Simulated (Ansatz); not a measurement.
A plane-wave DFT run in Ansatz 0.2.0 (scalar-relativistic PAW potentials unless the input names others): input and command.

```yaml
crystal:
  lattice:
    - [3.0272727087, 0.0, 0.0]
    - [-1.5136363543, 2.62169507, 0.0]
    - [0.0, 0.0, 4.1960140161]
  atoms:
    - { symbol: Zn, position: [0.6666666667, 0.3333333333, 0.0] }
    - { symbol: Au, position: [0.0, 0.0, 0.5] }
basis:
  ecutwfc: 420
kpoints:
  mp_grid: { grid: [30, 30, 15] }
hamiltonian:
  xc: pbe
scf:
  occupations: { method: fermi_dirac, width: 0.2 }
output:
  forces: true
  eigenvalues: true
  stress: true
```

```bash
ansatz run input.yaml --threads 1 --pin off --max-ram 2560MiB --backend cpu --events-out ev --progress --plain --runs-dir out
```

Abridged log:
```
Basis set: ecut = 420 eV, 627 PW (Γ), exchange–correlation on 48×48×60 points (8 copies of the dense FFT grid, shifted against one another)
Bands: 21, of which v1, the nominal top of the filled ones, is band 16 counted from 1 (15 counted from 0)
Symmetry: 12 space group operations
k-points: 728 of 13500 (time reversal used)
SCF iter   1: F=—  HF=-16468.715344 eV  |F-HF|=—  |Δ(HF+E_count)|=         —  Δρ=2.55e-3  dr2=1.13e-3  ethr=1.77e-3  ⟨swp⟩=4.9  Hψ=63224  notcnv=0
SCF iter   2: F=—  HF=-16468.716495 eV  |F-HF|=—  |Δ(HF+E_count)|=   1.15e-3  Δρ=1.44e-3  dr2=3.57e-4  ethr=3.64e-6  ⟨swp⟩=2.3  Hψ=31278  notcnv=0
SCF iter   3: F=—  HF=-16468.716624 eV  |F-HF|=—  |Δ(HF+E_count)|=   1.29e-4  Δρ=4.00e-4  dr2=5.30e-5  ethr=1.15e-6  ⟨swp⟩=2.0  Hψ=23398  notcnv=0
SCF iter   4: F=—  HF=-16468.716602 eV  |F-HF|=—  |Δ(HF+E_count)|=   2.19e-5  Δρ=1.02e-4  dr2=2.02e-6  ethr=1.71e-7  ⟨swp⟩=2.0  Hψ=22282  notcnv=0
SCF iter   5: F=—  HF=-16468.716602 eV  |F-HF|=—  |Δ(HF+E_count)|=   3.46e-7  Δρ=2.44e-5  dr2=1.67e-7  ethr=6.52e-9  ⟨swp⟩=2.0  Hψ=23521  notcnv=0
SCF iter   6: F=-16468.716602 eV  HF=-16468.716602 eV  |F-HF|=1.57e-8  |Δ(HF+E_count)|=   5.59e-8  Δρ=9.97e-6  dr2=3.06e-8  ethr=3.23e-10  ⟨swp⟩=5.4  Hψ=65323  notcnv=0
SCF 1 converged in 6 iterations: F = -16468.716602 eV  dr2 = 3.06e-8
SCF converged after 6 iterations
Free energy (F): -16468.716602 eV
Harris-Foulkes:  -16468.716602 eV  (|F-HF|=1.57e-8)
Internal energy: -16468.634878 eV  (E = F + TS)
E sigma→0 (E₀):  -16468.675740 eV
Entropy (-TS):   -0.081725 eV (-40.862 meV/atom)
Fermi energy:    15.504604 eV
--- Forces (eV/Å), atoms counted from 1 ---
  atom   1  Zn     0.00000000     0.00000000     0.00000000
  atom   2  Au     0.00000000     0.00000000     0.00000000
--- Stress (GPa, compression-positive) ---
       -0.017333       0.000000       0.000000
        0.000000      -0.017333       0.000000
        0.000000       0.000000       0.341621
  P = ⅓ Tr σ = 0.1023 GPa (1.023 kbar)
```

Apart from outputs, empty bands and the relaxation, which only the reference makes, the input differs from a reference run on usual settings in kpoints.mp_grid.grid: [24, 24, 12] → [30, 30, 15]; scf.occupations.method: "gaussian" → "fermi_dirac"; scf.occupations.width: 0.1 → 0.2. The reference, at the same geometry, ended its own course with pressure -0.01 GPa, largest force 0.000 eV/Å, no gap on the mesh. This run converged in 6 SCF iterations with an energy at zero smearing 0.06 meV/atom above the reference's, pressure 0.10 GPa, largest force 0.000 eV/Å, no gap on the mesh. Its smearing width is looser than usual, yet energy, pressure and forces hardly moved.

Time: 33 s on 1 thread of Arm Neoverse V2, with other jobs on the host, peak memory 0.7 GiB.